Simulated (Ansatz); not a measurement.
# HfN (F-43m) in Ansatz: convergence with wavefunction cutoff

Aim: find how far wavefunction cutoff must go before the results for HfN settle, at r2SCAN. This setting moves, with any that are tied to it; all else stays.

All numbers are computed with Ansatz 0.2.0; they aren't measurements. Logs are shortened: lines on timing, memory, paths and dates and some standing lists are left out, and cuts for length are marked.

### 1 The crystal as given

Symmetry: F-43m, No. 216, cubic system. Conventional cell: a = 4.910 Å, b = 4.910 Å, c = 4.910 Å, α = 90.00°, β = 90.00°, γ = 90.00°. Around Hf (site symmetry -43m) lie 4 N at 2.13 Å. N (site symmetry -43m) has 4 Hf at 2.13 Å as nearest neighbours.

The cell comes from a database or a generator and needn't be the stable form of this composition.

### 2 With wavefunction cutoff 200 eV

Contents of input.yaml:

```yaml
crystal:
  lattice:
    - [0.0, 2.454822, 2.454822]
    - [2.454822, 0.0, 2.454822]
    - [2.454822, 2.454822, 0.0]
  atoms:
    - { symbol: Hf, position: [0.0, 0.0, 0.0] }
    - { symbol: "N", position: [0.25, 0.25, 0.25] }
hamiltonian:
  xc: r2scan
  pseudopotentials: { kind: paw }
kpoints:
  mp_grid: { grid: [8, 8, 8] }
scf:
  occupations: { method: gaussian, width: 0.1 }
output:
  forces: true
  stress: true
  eigenvalues: true
basis:
  ecutwfc: "200 eV"
```

Potentials or basis: Ansatz PAW.

On the command line:

```bash
$ ansatz run input.yaml --threads 2 --pin off --max-ram 5632MiB --backend cpu --events-out ev --progress --plain --runs-dir out
```

It took 0.95 s on 2 threads of Arm Neoverse V2, shared host; peak memory 0.28 GiB.

What came out:

| Item | Value |
| --- | --- |
| Free energy | -16112.0031 eV |
| Pressure | -4.1 GPa |
| Band gap on the k mesh | none (metal or under the smearing width) |

### 3 With wavefunction cutoff 250 eV

Changes to input.yaml since step 2:

```diff
@@ -20,2 +20,2 @@
 basis:
-  ecutwfc: "200 eV"
+  ecutwfc: "250 eV"
```

Potentials or basis: Ansatz PAW.

On the command line:

```bash
$ ansatz run input.yaml --threads 2 --pin off --max-ram 5632MiB --backend cpu --events-out ev --progress --plain --runs-dir out
```

Run time: 0.94 s. Hardware: 2 threads of Arm Neoverse V2, shared host; peak memory 0.29 GiB.

Results:

```yaml
Free_energy: -16119.1291 eV
Pressure: -3.2 GPa
Band_gap_on_the_k_mesh: none (metal or under the smearing width)
```

### 4 With wavefunction cutoff 300 eV

Changes to input.yaml since step 3:

```diff
@@ -20,2 +20,2 @@
 basis:
-  ecutwfc: "250 eV"
+  ecutwfc: "300 eV"
```

On the command line:

```bash
$ ansatz run input.yaml --threads 2 --pin off --max-ram 5632MiB --backend cpu --events-out ev --progress --plain --runs-dir out
```

Wall time 1.2 s (2 threads of Arm Neoverse V2, shared host); peak memory 0.3 GiB.

Results:

```yaml
Free_energy: -16120.7866 eV
Pressure: -2.6 GPa
Band_gap_on_the_k_mesh: none (metal or under the smearing width)
```

### 5 With wavefunction cutoff 350 eV

Changes to input.yaml since step 4:

```diff
@@ -20,2 +20,2 @@
 basis:
-  ecutwfc: "300 eV"
+  ecutwfc: "350 eV"
```

On the command line:

```bash
$ ansatz run input.yaml --threads 2 --pin off --max-ram 5632MiB --backend cpu --events-out ev --progress --plain --runs-dir out
```

It took 1.5 s on 2 threads of Arm Neoverse V2, shared host; peak memory 0.34 GiB.

What came out:

| Item | Value |
| --- | --- |
| Free energy | -16121.0885 eV |
| Pressure | -2.5 GPa |
| Band gap on the k mesh | none (metal or under the smearing width) |

### 6 With wavefunction cutoff 400 eV

Changes to input.yaml since step 5:

```diff
@@ -20,2 +20,2 @@
 basis:
-  ecutwfc: "350 eV"
+  ecutwfc: "400 eV"
```

Potentials or basis: Ansatz PAW.

On the command line:

```bash
$ ansatz run input.yaml --threads 2 --pin off --max-ram 5632MiB --backend cpu --events-out ev --progress --plain --runs-dir out
```

Run time: 1.6 s. Hardware: 2 threads of Arm Neoverse V2, shared host; peak memory 0.34 GiB.

Results (log left out):

```
Free energy            : -16121.1406 eV
Pressure               : -2.4 GPa
Band gap on the k mesh : none (metal or under the smearing width)
```

### 7 With wavefunction cutoff 450 eV

Changes to input.yaml since step 6:

```diff
@@ -20,2 +20,2 @@
 basis:
-  ecutwfc: "400 eV"
+  ecutwfc: "450 eV"
```

On the command line:

```bash
$ ansatz run input.yaml --threads 2 --pin off --max-ram 5632MiB --backend cpu --events-out ev --progress --plain --runs-dir out
```

It took 1.7 s on 2 threads of Arm Neoverse V2, shared host; peak memory 0.35 GiB.

The run converged. Its results:

```
Free energy            : -16121.1506 eV
Pressure               : -2.4 GPa
Band gap on the k mesh : none (metal or under the smearing width)
```

### 8 With wavefunction cutoff 500 eV

Changes to input.yaml since step 7:

```diff
@@ -20,2 +20,2 @@
 basis:
-  ecutwfc: "450 eV"
+  ecutwfc: "500 eV"
```

On the command line:

```bash
$ ansatz run input.yaml --threads 2 --pin off --max-ram 5632MiB --backend cpu --events-out ev --progress --plain --runs-dir out
```

Run time: 2.2 s. Hardware: 2 threads of Arm Neoverse V2, shared host; peak memory 0.38 GiB.

It converged, with:

| Item | Value |
| --- | --- |
| Free energy | -16121.1524 eV |
| Pressure | -2.4 GPa |
| Band gap on the k mesh | none (metal or under the smearing width) |

### 9 With wavefunction cutoff 600 eV

Changes to input.yaml since step 8:

```diff
@@ -20,2 +20,2 @@
 basis:
-  ecutwfc: "500 eV"
+  ecutwfc: "600 eV"
```

Potentials or basis: Ansatz PAW.

On the command line:

```bash
$ ansatz run input.yaml --threads 2 --pin off --max-ram 5632MiB --backend cpu --events-out ev --progress --plain --runs-dir out
```

It took 2.5 s on 2 threads of Arm Neoverse V2, shared host; peak memory 0.43 GiB.

The run converged. Its results:

| Item | Value |
| --- | --- |
| Free energy | -16121.1545 eV |
| Pressure | -2.4 GPa |
| Band gap on the k mesh | none (metal or under the smearing width) |

### 10 With wavefunction cutoff 800 eV

Changes to input.yaml since step 9:

```diff
@@ -20,2 +20,2 @@
 basis:
-  ecutwfc: "600 eV"
+  ecutwfc: "800 eV"
```

Potentials or basis: Ansatz PAW.

On the command line:

```bash
$ ansatz run input.yaml --threads 2 --pin off --max-ram 5632MiB --backend cpu --events-out ev --progress --plain --runs-dir out
```

Log:

```text
Warning: RAYON_NUM_THREADS=2 ignored (pool sized by the plan → 2); use --threads N
Engine: ansatz 0.2.0, aarch64-unknown-linux-gnu
Pseudopotentials: kind: paw
Pseudopotential: Hf, paw, valence charge 26, recommended cutoff 500 eV (meta_gga), Hf.paw.azcp
Pseudopotential: N, paw, valence charge 5, recommended cutoff 500 eV (meta_gga), N.paw.azcp
Functional definition: r2SCAN
  parameter k0 = 0.174
  parameter k1 = 0.065
  parameter a1 = 4.9479
  exchange = r2scan_x(k0 = k0, k1 = k1, a1 = a1)
  correlation = r2scan_c
Crystal: 2 atoms, lattice volume = 29.586 Å³
Basis set: ecut = 800 eV, 1471 PW (Γ), exchange–correlation on 144×144×144 points (64 copies of the dense FFT grid, shifted against one another)
Bands: 20, of which v1, the nominal top of the filled ones, is band 16 counted from 1 (15 counted from 0)
Symmetry: 24 space group operations
Space group: F-43m (ITA 216), of the structure as read, at distance tolerance 3.1e-5 Å
k-points: 29 of 512 (time reversal used)
Non-local potential: Hf, projectors of the file, l = 0: 3, l = 1: 2, l = 2: 2, l = 3: 3
Non-local potential: N, projectors of the file, l = 0: 2, l = 1: 2, l = 2: 1
PAW form: soft (Blöchl's): semilocal exchange-correlation on the pseudo side does not see the compensation charge
PAW frozen core: Hf, regenerated for the run's functional (the file was generated under x = pbe(κ = 0.804, μ = 0.2195149727645171), c = pbe(β = 0.06672455060314922))
PAW frozen core: N, regenerated for the run's functional (the file was generated under x = pbe(κ = 0.804, μ = 0.2195149727645171), c = pbe(β = 0.06672455060314922))
PAW one-centre angular grid: Hf, 974 points (default); XC on 160 Gauss nodes
PAW one-centre angular grid: N, 302 points (default); XC on 160 Gauss nodes
Initial density: superposition of atomic densities (neutral atoms: chi_scale 0, normalization atom), corrected by the library's trained network
Initial wavefunctions: pseudopotential atomic-orbital guess
Functional: x = r2scan, c = r2scan; τ floored in thin density (d = 2e-4 eV/Å³)
SCF iter   1: F=—  HF=-16121.136431 eV  |F-HF|=—  |Δ(HF+E_count)|=         —  Δρ=9.74e-3  dr2=1.73e-2  dr2_τ=1.17e-1  ethr=1.77e-3  ⟨swp⟩=4.2  Hψ=2219  notcnv=0
preconditioner: auto → none  [insulator: Δε(μ)=0.237 eV  Ē_g=19.348 eV  σ=0.100 eV  W_gap=0.75  n_scr=14 (ndim 8)  ℏωp=36.8 eV  f_vac=0.005  D(μ)=0.45/eV (n_scr^D=0)  ε∞_Penn≈4.6]
SCF iter   2: F=—  HF=-16121.158761 eV  |F-HF|=—  |Δ(HF+E_count)|=   2.23e-2  Δρ=5.46e-3  dr2=9.97e-3  dr2_τ=2.09e-3  ethr=5.59e-5  ⟨swp⟩=2.0  Hψ=1382  notcnv=0  defer=10
SCF iter   3: F=—  HF=-16121.155858 eV  |F-HF|=—  |Δ(HF+E_count)|=   2.90e-3  Δρ=3.11e-3  dr2=1.14e-3  dr2_τ=2.07e-4  ethr=3.22e-5  ⟨swp⟩=2.1  Hψ=943  notcnv=0  defer=10
SCF iter   4: F=—  HF=-16121.156225 eV  |F-HF|=—  |Δ(HF+E_count)|=   3.67e-4  Δρ=1.13e-3  dr2=2.74e-4  dr2_τ=5.54e-5  ethr=3.69e-6  ⟨swp⟩=2.3  Hψ=1071  notcnv=0  defer=10
SCF iter   5: F=—  HF=-16121.156264 eV  |F-HF|=—  |Δ(HF+E_count)|=   3.87e-5  Δρ=1.67e-4  dr2=8.93e-6  dr2_τ=1.35e-6  ethr=8.83e-7  ⟨swp⟩=2.0  Hψ=907  notcnv=0  defer=10
SCF iter   6: F=—  HF=-16121.156263 eV  |F-HF|=—  |Δ(HF+E_count)|=   6.20e-8  Δρ=1.45e-4  dr2=7.76e-6  dr2_τ=9.68e-7  ethr=2.88e-8  ⟨swp⟩=2.0  Hψ=993  notcnv=0  defer=10
SCF iter   7: F=—  HF=-16121.156263 eV  |F-HF|=—  |Δ(HF+E_count)|=   5.16e-7  Δρ=9.34e-5  dr2=3.17e-6  dr2_τ=6.93e-8  ethr=2.50e-8  ⟨swp⟩=1.2  Hψ=577  notcnv=0  defer=10
SCF iter   8: F=—  HF=-16121.156262 eV  |F-HF|=—  |Δ(HF+E_count)|=   5.16e-7  Δρ=2.72e-5  dr2=2.65e-7  dr2_τ=4.85e-9  ethr=1.02e-8  ⟨swp⟩=2.0  Hψ=734  notcnv=0  defer=10
SCF iter   9: F=-16121.156262 eV  HF=-16121.156262 eV  |F-HF|=3.29e-9  |Δ(HF+E_count)|=   3.55e-8  Δρ=4.15e-6  dr2=5.45e-9  dr2_τ=1.68e-10  ethr=3.23e-10  ⟨swp⟩=6.0  Hψ=2510  notcnv=0
SCF 1 converged in 9 iterations: F = -16121.156262 eV  dr2 = 5.45e-9
SCF converged after 9 iterations
Free energy (F): -16121.156262 eV
Harris-Foulkes:  -16121.156262 eV  (|F-HF|=3.29e-9)
Internal energy: -16121.153935 eV  (E = F + TS)
E sigma→0 (E₀):  -16121.155099 eV
Entropy (-TS):   -0.002327 eV (-1.164 meV/atom)
Fermi energy:    17.853744 eV
--- Per-component energies (eV) ---
  E_band       = -14.081978
  E_kinetic    = 554.408647
  E_local      = -5651.106918  (includes V_loc(G=0)·N_el)
  E_nonlocal   = -1202.924249
  E_hartree    = 2621.274169
  E_xc         = -343.186850
  E_vxc        = -378.091146  (∫ρ·V_xc dr)
  E_paw        = -7080.945302  (= ΣΔE_a)
  E_vpaw       = 1401.772100  (= ΣTr[D̂ρ^β])
  E_aug_tail   = 0.000002  (compensation charges beyond the density's cutoff)
  E_vtau       = 19.310444  (kinetic-family band-sum trace: ∫τ·v_τ [+ j·A + Jᵃ·Aᵃ] dr)
  E_ewald      = -5018.965392
  E_core_change = 0.291957  (= ΣΔE_core)
  E_smearing   = -0.002327  (= −TS)
  E_closure    = -0.000000  (closes the sum)
  Σ components = -16121.156262   (vs F -16121.156262, Δ=0.00e0)
--- Forces (eV/Å), atoms counted from 1 ---
  atom   1  Hf     0.00000000    -0.00000000     0.00000000
  atom   2  N     -0.00000000     0.00000000     0.00000000
  max |Σ_I F_I| component: 7.40e-17 eV/Å
--- Stress (GPa, compression-positive) ---
       -2.422299       0.000000      -0.000000
        0.000000      -2.422299      -0.000000
       -0.000000      -0.000000      -2.422299
  P = ⅓ Tr σ = -2.4223 GPa (-24.223 kbar)
--- Band table (eV; the first three rows and the last of 29) ---
  k-point 0: bands = ["-46.5160", "-14.4169", "-14.4169", "-14.4169", "0.4945", "5.0689", "5.0689", "5.0689", "5.1378", "5.1378", "5.1378", "5.2043", "12.0612", "12.0612", "12.0612", "17.2196", "20.3214", "20.3214", "24.7574", "24.7574"]
  k-point 1: bands = ["-46.5127", "-14.4931", "-14.4266", "-14.4266", "0.6699", "5.0697", "5.0724", "5.0724", "5.1315", "5.1315", "5.1380", "5.2102", "11.7576", "12.1760", "12.1760", "18.0244", "20.0883", "20.0883", "24.3486", "25.0708"]
  k-point 2: bands = ["-46.5047", "-14.6717", "-14.4500", "-14.4500", "1.0727", "5.0747", "5.0792", "5.0792", "5.1194", "5.1194", "5.1385", "5.2140", "11.4444", "12.4249", "12.4249", "19.4368", "19.9142", "19.9142", "23.6982", "25.1065"]
  k-point 28: bands = ["-46.4860", "-14.8208", "-14.6796", "-14.5855", "1.9757", "5.0658", "5.0873", "5.1040", "5.1060", "5.1074", "5.1182", "5.1774", "11.9261", "12.5214", "13.9808", "16.4574", "19.4416", "21.7653", "23.1075", "24.7038"]
```

Run time: 4.3 s. Hardware: 2 threads of Arm Neoverse V2, shared host; peak memory 0.53 GiB.

Results:

- Free energy: -16121.1563 eV
- Pressure: -2.4 GPa
- Band gap on the k mesh: none (metal or under the smearing width)

### 11 Summary

```csv
wavefunction cutoff,"energy less the tightest run, at zero smearing (meV/atom)",pressure (GPa),SCF cycles,CPU time (s),peak memory (GiB)
200 eV,4576.72,-4.10,8,1.7,0.28
250 eV,1013.60,-3.21,7,1.6,0.29
300 eV,184.84,-2.58,7,2.2,0.3
350 eV,33.90,-2.50,8,2.7,0.34
400 eV,7.83,-2.41,9,2.9,0.34
450 eV,2.81,-2.41,8,3.1,0.35
500 eV,1.92,-2.41,8,4.1,0.38
600 eV,0.90,-2.42,9,4.8,0.43
800 eV,0.00,-2.42,9,8.4,0.53
```

Against the tightest run, the energy stays within 1 meV/atom from 600 eV on; the pressure stays within 0.1 GPa from 350 eV on. The tightest run that finished is the yardstick and may itself not be fully converged.

Caveats: the PAW data sets come from PBE, with cores solved anew for the run's functional, which leaves a small shift of forces and pressure.
